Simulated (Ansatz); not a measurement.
## Formation energy and levels of the vacancy V_Cl (site 1) in CsLi2Cl3 (Immm)

Charge states of V_Cl (site 1) in CsLi2Cl3 (Immm), set against the band edges. Model: a cell of 72 host atoms with 1 Cl taken out.

Calculated with Ansatz 0.2.0; place-levels on PBEsol runs: charge-transition levels and formation energies with image-charge correction and potential alignment at the atomic sites.

## (1) Set-up

The cell holds 71 atoms: 12 Cs, 24 Li and 35 Cl. Its edges and angles: a = 13.503 Å, b = 11.191 Å, c = 12.249 Å, α = 90.0°, β = 90.0°, γ = 66.3°. It derives from CsLi2Cl3 (space group Immm). Nearest the centre at fractional (0.250, 0.750, 0.500): Li8 at 2.36 Å, Li12 at 2.36 Å, Cs3 at 3.41 Å, Cs1 at 3.41 Å, Cs26 at 3.41 Å, Cs24 at 3.41 Å, Cl36 at 3.79 Å, Cl15 at 3.79 Å.

Screening for the image-charge correction: ε∞ = (2.85, 2.89, 2.78), ε0 = (6.77, 18.28, 7.27), from a response run on this crystal (DFPT, PBEsol) at that run's own cell.

The cell's shortest repeat is 11.2 Å.

## (2) The runs of each charge state

A transition level is the Fermi level at which two charge states cost the same, so each charge needs its own total energy, at its own relaxed structure.

Random displacements of about 0.05 Å break the site symmetry at the start, so that the relaxation can reach a distorted minimum if there is one. Forces are taken at one point at (¼, ¼, ¼). The cell holds 1 electron more than the neutral one, with a uniform background that keeps it neutral on the whole.

The sampling was tested on the host first: at the k-points planned (1x1x1 shifted 0.25 0.25 0.25) its energy lies 0.002 eV an atom from the dense-mesh value, under the bound of 0.02 eV set for this test; that bounds the host's error, not the defect's.

One state's input; the others differ in charge, spin, start and seed, and in occupations where the table says so.

The input, qm1.relax/input.yaml:

```yaml
crystal:
  lattice:
    - [13.50323186, 0.0, 0.0]
    - [4.50107729, 10.24634267, 0.0]
    - [0.0, 0.0, 12.24892595]
  atoms:
    - { symbol: Cs, position: [0.0, 0.0, 0.5] }
    - { symbol: Cs, position: [0.08333333, 0.25, 0.0] }
    - { symbol: Cs, position: [0.16666667, 0.5, 0.5] }
[... 1 atom line left out ...]
    - { symbol: Li, position: [0.0, 0.0, 0.80716514] }
[... 2 atom lines left out ...]
    - { symbol: Li, position: [0.25, 0.75, 0.30716514] }
[... 2 atom lines left out ...]
    - { symbol: Li, position: [0.16666667, 0.5, 0.19283486] }
    - { symbol: Li, position: [0.25, 0.75, 0.69283486] }
[... 1 atom line left out ...]
    - { symbol: Cl, position: [0.08333333, 0.75, 0.7720696] }
    - { symbol: Cl, position: [0.16666667, 0.0, 0.2720696] }
[... 2 atom lines left out ...]
    - { symbol: Cl, position: [0.08333333, 0.75, 0.2279304] }
    - { symbol: Cl, position: [0.16666667, 0.0, 0.7279304] }
[... 4 atom lines left out ...]
    - { symbol: Cs, position: [0.33333333, 0.0, 0.5] }
[... 1 atom line left out ...]
    - { symbol: Cs, position: [0.5, 0.5, 0.5] }
[... 1 atom line left out ...]
    - { symbol: Li, position: [0.33333333, 0.0, 0.80716514] }
[... 5 atom lines left out ...]
    - { symbol: Li, position: [0.5, 0.5, 0.19283486] }
[... 1 atom line left out ...]
    - { symbol: Cl, position: [0.33333333, 0.5, 0.2720696] }
    - { symbol: Cl, position: [0.41666667, 0.75, 0.7720696] }
[... 2 atom lines left out ...]
    - { symbol: Cl, position: [0.33333333, 0.5, 0.7279304] }
    - { symbol: Cl, position: [0.41666667, 0.75, 0.2279304] }
[... 5 atom lines left out ...]
    - { symbol: Cl, position: [0.58333333, 0.75, 0.5] }
[... 23 atom lines left out ...]
    - { symbol: Cl, position: [0.91666667, 0.75, 0.5] }
  host:
    repeats: [3, 1, 1]
    atoms:
      - { symbol: Cs, position: [0.0, 0.0, 0.5] }
      - { symbol: Cs, position: [0.25, 0.25, 0.0] }
      # ... 22 more atoms of the perfect host
total_charge: -1
basis:
  ecutwfc: 420
  xc_grid: 2
hamiltonian:
  xc: pbesol
kpoints:
  mp_grid: { grid: [1, 1, 1], shift: [0.25, 0.25, 0.25] }
scf:
  occupations: { method: fixed }
  max_iter: 80
output:
  forces: true
  charged_corrections:
    epsilon: [2.85, 2.89, 2.78]
    static_epsilon: [6.77, 18.28, 7.27]
    defect_position: [0.25, 0.75, 0.5]
relax:
  f_tol: 0.02
  max_steps: 80
  random_displacement: { amplitude: 0.05, seed: 8219 }
checkpoint:
  write: "../qm1.relax.run"
  compress: false
  write_wavefunctions: true
  write_every: 100000
```

Started as:

```bash
> ansatz run input.yaml --threads 4 --pin off --max-ram 14131MiB --backend cpu --events-out ev --progress --plain --runs-dir out
```

Defect states can disperse in a cell of this size, so the energy is taken again at a 2×2×2 shifted mesh, on the relaxed structure.

The run of this state that the levels use, under PBEsol:

The input, qm1.point/input.yaml:

```yaml
crystal:
  checkpoint: "../qm1.relax.run"
  host: checkpoint
total_charge: -1
basis:
  ecutwfc: 420
  xc_grid: 2
hamiltonian:
  xc: pbesol
kpoints:
  mp_grid: { grid: [2, 2, 2], shift: [0.5, 0.5, 0.5] }
scf:
  occupations: { method: fermi_dirac, width: 0.01 }
  max_iter: 80
output:
  forces: true
  eigenvalues: true
  charged_corrections:
    epsilon: [2.85, 2.89, 2.78]
    static_epsilon: [6.77, 18.28, 7.27]
    defect_position: [0.25, 0.75, 0.5]
  eigenstates: { localisation: true }
  populations: true
  band_densities: [{ bands: [v1, v1] }, { bands: [c1, c1] }]
  write_density: true
  write_potential: true
  volumetric_format: npy
checkpoint:
  read: "../qm1.relax.run"
  write: "../qm1.point.run"
  compress: false
  write_wavefunctions: false
  write_every: 100000
```

Relaxations under PBEsol at one point at (¼, ¼, ¼); times on 4 threads of Arm Neoverse V1, shared host:

```csv
charge,moment (μB),occupations,outcome,steps,largest displacement against the far atoms (Å),time
−1,0,fixed,converged,5,0.41,1.8 min
0,1,fixed,converged,4,0.04,2.9 min
+1,0,fixed,converged,7,0.39,2.3 min
−1,2,fixed,converged,4,0.08,3.1 min
```

Single points under PBEsol at a 2×2×2 shifted mesh; times on 4 threads of Arm Neoverse V1, shared host:

```csv
charge,moment (μB),occupations,outcome,time
−1,0,fermi-dirac,converged,2.9 min
0,1,fermi-dirac,converged,5.8 min
+1,0,fermi-dirac,converged,2.9 min
−1,2,fermi-dirac,converged,6.6 min
```

Distances (Å) from the ideal centre to the nearest atoms after relaxation with PBEsol:

```csv
charge,moment (μB),1.,2.,3.,4.,5.,6.
−1,0,Li 1.95,Li 1.96,Cs 3.34,Cs 3.35,Cs 3.36,Cs 3.38
−1,2,Li 2.32,Li 2.33,Cs 3.37,Cs 3.38,Cs 3.38,Cs 3.38
0,1,Li 2.33,Li 2.34,Cs 3.37,Cs 3.38,Cs 3.38,Cs 3.39
+1,0,Li 2.75,Li 2.76,Cs 3.50,Cs 3.52,Cs 3.52,Cs 3.53
```

## (3) place-levels, PBEsol

A charged cell interacts with its images and the background, and its potential has another zero than the host's. place-levels removes the first by a point-charge model, screened by the static dielectric constant since the ions have relaxed around the charge, and the second by comparing potentials at atoms far from the defect.

The host is a run of the defect-free crystal in the same cutoffs, grids and k-points, so that basis and sampling errors cancel in part in the differences. Its band edges come from a run of the primitive cell that searches the zone for them. The host is run in a cell of 24 atoms on a matching mesh. Chemical potentials are energies per atom of Cl (Cl2 molecule), run with the same functional and cutoff.

The input, levels.point.yaml:

```yaml
host:
  run: host.point.run
  levels_from: { run: edges.point.run }
states: [qm1.point.run, q0_M1.point.run, qp1.point.run, qm1_M2.point.run]
geometry_from:
  qm1.point.run: qm1.relax.run
  q0_M1.point.run: q0_M1.relax.run
  qp1.point.run: qp1.relax.run
  qm1_M2.point.run: qm1_M2.relax.run
  host.point.run: host.relax.run
chemical_potentials:
  Cl:
    energy: -1060.711994
    dataset: "<sha256 of the dataset>"
epsilon: [2.85, 2.89, 2.78]
static_epsilon: [6.77, 18.28, 7.27]
vertical:
  - { from: qm1.point.run, to: qm1.point_neutral.run }
  - { from: qp1.point.run, to: qp1.point_neutral.run }
  - { from: qm1_M2.point.run, to: qm1_M2.point_neutral.run }
```

Started as:

```bash
> ansatz place-levels levels.point.yaml -- --threads 4 --pin off --max-ram 14131MiB
```

Numbers of over 12 decimals in the logs are rounded to 6 here.

Log:

```text
[... repeated set-up lines and file paths are left out, and long positions are rounded to six places ...]
(+1/0) 4.094 eV above the valence edge, 1.257 eV under the conduction edge
(0/-1) 5.102 eV above the valence edge, 0.248 eV under the conduction edge
formation energy of charge +1: +0.476 eV with the Fermi level at the valence edge
formation energy of charge 0: +4.571 eV with the Fermi level at the valence edge
formation energy of charge -1: +9.673 eV with the Fermi level at the valence edge
vertical -1 to 0: no energy, since no alignment is typed
  the change from vertical[0].from (qm1.point.run) to vertical[0].to (qm1.point_neutral.run): by its potential at epsilon [2.85, 2.89, 2.78] it stands at 0.250 0.751 0.500, with an rms radius of about 2.3 Å (1.4 1.4 1.2 Å across the planes of the cell's [...]
vertical +1 to 0: no energy, since no alignment is typed
  the change from vertical[1].from (qp1.point.run) to vertical[1].to (qp1.point_neutral.run): by its potential at epsilon [2.85, 2.89, 2.78] it stands at 0.250 0.750 0.500, with an rms radius of about 1.9 Å (1.0 1.1 1.2 Å across the planes of the cell's [...]
vertical -1 to 0: no energy, since no alignment is typed
  the change from vertical[2].from (qm1_M2.point.run) to vertical[2].to (qm1_M2.point_neutral.run): by its potential at epsilon [2.85, 2.89, 2.78] it is spread over the cell along a vector, with an rms radius of about 8.9 Å (6.0 4.9 4.4 Å across the planes of [...]
  edges by pbesol of host.levels_from (edges.point.run), its mesh sampled to repeats of 36.01 Å (the valence edge +0.044 eV and the conduction edge -0.312 eV from those of the host's own run), gap 5.351 eV; the host is sampled to repeats of 27.28 Å
  the defect's cells are sampled to repeats of 27.28 Å, like sampling
  charge +1: -109166.9787 eV with its correction of +0.064 eV, at epsilon [6.77, 18.28, 7.27], aligned at sites: -0.1033 eV, mean over 41 atomic sites at or beyond 5.60 Å from the defect at [0.2500, 0.7500, 0.5000], with -0.004595 for the charge's moments and [...]
  charge 0: +0.000 eV for its dipole among its images, +0.000 omitted
  charge -1: -109153.5403 eV with its correction of +0.292 eV, at epsilon [6.77, 18.28, 7.27], aligned at sites: -0.1243 eV, mean over 41 atomic sites at or beyond 5.60 Å from the defect at [0.2500, 0.7500, 0.5000], with +0.000000 for the charge's moments and [...]
  charge -1: states[3] (qm1_M2.point.run) stands 0.745 eV higher, with a moment of 2.00 μB against 0.00
  states[3] (qm1_M2.point.run): levels filled in part (TS 0.005 eV): its energy is of no whole electron's
  of states[2] (qp1.point.run): its displacements don't fall off away from the defect: farther atoms stand 0.029 Å off the host's places. [...]
  of states[0] (qm1.point.run): its displacements don't fall off away from the defect: farther atoms stand 0.018 Å off the host's places. [...]
  of states[3] (qm1_M2.point.run): it parts from the run at its places by a charge that spreads by about 6 Å along one vector (2.1 Å or more is wide), by its potential at epsilon [2.85, 2.89, 2.78], taken for that of held ions (one typed too small widens it), [...]
  of vertical[0].from (qm1.point.run): its displacements don't fall off away from the defect: farther atoms stand 0.018 Å off the host's places. [...]
  of vertical[0].to (qm1.point_neutral.run): its displacements don't fall off away from the defect: farther atoms stand 0.018 Å off the host's places. [...]
  of vertical[1].from (qp1.point.run): its displacements don't fall off away from the defect: farther atoms stand 0.029 Å off the host's places. [...]
  of vertical[1].to (qp1.point_neutral.run): its displacements don't fall off away from the defect: farther atoms stand 0.029 Å off the host's places. [...]
  vertical[2].from (qm1_M2.point.run): levels filled in part (TS 0.005 eV): its energy is of no whole electron's
  of vertical[2].from (qm1_M2.point.run): its displacements don't fall off away from the defect: farther atoms stand 0.012 Å off the host's places. [...]
  of vertical[2].to (qm1_M2.point_neutral.run): its displacements don't fall off away from the defect: farther atoms stand 0.012 Å off the host's places. [...]
```

It took 0.5 s on 4 threads of Arm Neoverse V1, shared host.

Levels between the charges placed, in eV above the valence top:

```csv
,gap (eV),(+1/0),(0/−1)
PBEsol,5.35,4.09,5.10
```

Corrections by state:

```csv
charge,moment (μB),image terms and alignment (eV),band filling (eV),ε used,"over the lowest of its charge, as the program ranks them, band filling apart (eV)"
+1,0.0,0.064,-,"principal values (6.77, 7.27, 18.28)",0.000
0,1.0,0.000,-,-,0.000
−1,0.0,0.292,-,"principal values (6.77, 7.27, 18.28)",0.000
−1,2.0,0.251,-,"principal values (6.77, 7.27, 18.28)",0.745
```

The charged structures listed were also run neutral, and place-levels reads from each pair, by the potential or the spins, how wide the charge is by which they differ; that can be the carrier of either run.

```csv
charge,rms radius (Å),spread where it is widest against the cell (Å),wide from (Å),reading
+1,1.9,1.12,1.77,narrow
−1,2.3,1.43,1.77,narrow
```

The neutral runs of these pairs need not share the spin of the lowest neutral state, and very wide values only mean spread over the cell.

From the program's caveats on the states, each cut to its opening words:

- charge +1: its displacements don't fall off away from the defect: farther atoms stand 0.029 Å off the host's places
- charge −1: its displacements don't fall off away from the defect: farther atoms stand 0.018 Å off the host's places
- charge −1 (2 μB): it parts from the run at its places by a charge that spreads by about 6 Å along one vector (2.1 Å or more is wide), by its potential at epsilon [2.85, 2.89, [...]
- charge −1 (2 μB): its displacements don't fall off away from the defect: farther atoms stand 0.012 Å off the host's places
- charge −1 (2 μB): its moments are held at its close (magnetization.spin_locking), by a field of 0.313 eV a Bohr magneton, and its energy and levels are of the state that this [...]

Chemical potentials of the elements' reference phases, run alike. Formation energy by charge state (elemental references; gap 5.35 eV):

```csv
charge,at valence top (eV),at conduction bottom (eV),correction included (eV)
+1,0.48,5.83,0.06
0,4.57,4.57,0.00
−1,9.67,4.32,0.29
```

Fermi level (eV), lowest formation energy (eV) and a bar from the least value:
```
     0.00       0.48 
     0.49       0.96 ####
     0.97       1.45 #######
     1.46       1.93 ###########
     1.94       2.42 ##############
     2.43       2.91 ##################
     2.92       3.40 #####################
     3.41       3.88 #########################
     3.89       4.37 #############################
     4.38       4.57 ##############################
     4.86       4.57 ##############################
     5.35       4.32 ############################
```

## (4) Effect of the sampling

The relaxations' own energies give the levels at their sampling, for comparison.

The input, levels.relax_mesh.yaml:

```yaml
host:
  run: host.relax.run
  levels_from: { run: edges.relax.run }
states: [qm1.relax.run, q0_M1.relax.run, qp1.relax.run, qm1_M2.relax.run]
chemical_potentials:
  Cl:
    energy: -1060.711994
    dataset: "<sha256 of the dataset>"
```

Started as:

```bash
> ansatz place-levels levels.relax_mesh.yaml -- --threads 4 --pin off --max-ram 14131MiB
```

Log:

```text
(+1/0) 4.077 eV above the valence edge, 1.273 eV under the conduction edge
(0/-1) 5.053 eV above the valence edge, 0.298 eV under the conduction edge
formation energy of charge +1: +0.456 eV with the Fermi level at the valence edge
formation energy of charge 0: +4.533 eV with the Fermi level at the valence edge
formation energy of charge -1: +9.586 eV with the Fermi level at the valence edge
  edges by pbesol of host.levels_from (edges.relax.run), its mesh sampled to repeats of 36.01 Å (the valence edge +0.043 eV and the conduction edge -0.313 eV from those of the host's own run), gap 5.351 eV; the host is sampled to repeats of 13.64 Å
[... the lines on each state left out ...]
```

Elapsed: 0.17 s, on 4 threads.

Levels between neighbouring charges, in eV above the valence top:

```csv
,gap (eV),(+1/0),(0/−1)
"one point at (¼, ¼, ¼)",5.35,4.08,5.05
a 2×2×2 shifted mesh,5.35,4.09,5.10
```

Going from one point at (¼, ¼, ¼) to a 2×2×2 shifted mesh moves the levels that carry no band-filling term by up to 0.05 eV and formation energies against the elements by up to 0.09 eV.

## (5) What a wrong or other choice does

The levels are placed again with one choice changed, to see how much they rest on it.

levels.try0.yaml is levels.point.yaml with these lines changed:

```diff
-epsilon: [2.85, 2.89, 2.78]
-static_epsilon: [6.77, 18.28, 7.27]
+epsilon: 3.78
+static_epsilon: 12.84
```

Started as:

```bash
> ansatz place-levels levels.try0.yaml -- --threads 4 --pin off --max-ram 14131MiB
```

Log:

```text
(+1/0) 4.109 eV above the valence edge, 1.242 eV under the conduction edge
(0/-1) 5.083 eV above the valence edge, 0.267 eV under the conduction edge
formation energy of charge +1: +0.462 eV with the Fermi level at the valence edge
formation energy of charge 0: +4.571 eV with the Fermi level at the valence edge
formation energy of charge -1: +9.654 eV with the Fermi level at the valence edge
vertical -1 to 0: no energy, since no alignment is typed
vertical +1 to 0: no energy, since no alignment is typed
vertical -1 to 0: no energy, since no alignment is typed
[...]
[... the lines on each state left out ...]
```

The change: single dielectric constants in place of the tensors, a third over their means.

Levels in eV above the valence top; the changed ones are not the defect's:

```csv
,gap (eV),(+1/0),(0/−1)
changed,5.35,4.11,5.08
as set up,5.35,4.09,5.10
```

The largest shift is 0.02 eV.

## (6) Results

- gap of the host: 5.35 eV (PBEsol)
- level (plus 1/0): 4.09 eV above the valence top
- level (0/minus 1): 5.10 eV above the valence top
- lowest of the charges placed, just above the valence top (0.02 eV): +1
- lowest of the charges placed, just below the conduction bottom (0.02 eV): −1
- lowest formation energy at mid-gap of the charges run, elemental references: 3.15 eV

In words: Of the charges placed (−1, 0 and +1), the lowest changes at 4.09 eV (+1/0) and 5.10 eV (0/−1) above the valence top, in a gap of 5.35 eV. (0/−1) lies nearer to a band edge than the share of the finite-size correction in it (0.29 eV), and that correction holds for a localised charge alone. Charges above +1 and below −1 were not placed, so these runs say nothing of levels that involve them. States placed: +1 at 0 μB; 0 at 1 μB; −1 at 0 μB and 2 μB. Other spin states or structures, where not listed, weren't placed. Going from one point at (¼, ¼, ¼) to a 2×2×2 shifted mesh moves the levels that carry no band-filling term by up to 0.05 eV and formation energies against the elements by up to 0.09 eV. Limits: PBEsol makes the gap too small and tends to spread out bound carriers; where a gas molecule sets a chemical potential or the host's formation energy, its binding is uncorrected; spin–orbit coupling, which can matter with heavy atoms, is left out.

[Logs are printed without paths, hosts, clocks, repeated set-up lines and the standing remarks that a program may print on its own settings, such as how far it seeks lower states.]

[Hosts, paths, dates, database ids (printed as entryN), source tags and the programs' standing remarks are cut or masked in the printed files.]

[Where a table of states has a column of steps, it counts the stored structures, which are thinned; the runs took as many ionic steps or more.]

[A defect's name tells the site on which it was built; relaxed atoms can leave that site.]

[For some hosts the program warned that the k-mesh of the response run may be too coarse for force constants and the static dielectric constant; such warnings are not shown here.]
